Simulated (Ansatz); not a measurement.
Wires are cut from relaxed bulk TiAl (Pm-3m, 16.17 Å³/atom, gap on the mesh 0.00 eV); atoms and period are relaxed, and energies count from that bulk.

Level of theory: DFT PBE, scalar-relativistic, plane waves, PAW in Ansatz 0.2.0.

Cutoff 420 eV, Gaussian smearing of 0.05 eV, energies at zero smearing, symmetry of each start kept, no spin polarisation.

```
                              start atoms k mesh excess energy (eV per host atom) line energy (eV/Å) period (Å) gap on the mesh (eV)
 [110] wire, 14 host atoms a period     14  1×1×12                             0.997               2.990       4.670                     0
[110] wire, 16 host atoms a period*     16  1×1×12                             0.703               3.873       2.905                     0
```

* ends far from its start.

Each run keeps its start's symmetry and one magnetic start, so lower states can exist.

Cost: 2 runs of about 19 core-minutes in all, on Intel Xeon 6975P-C (Granite Rapids) (shared hosts).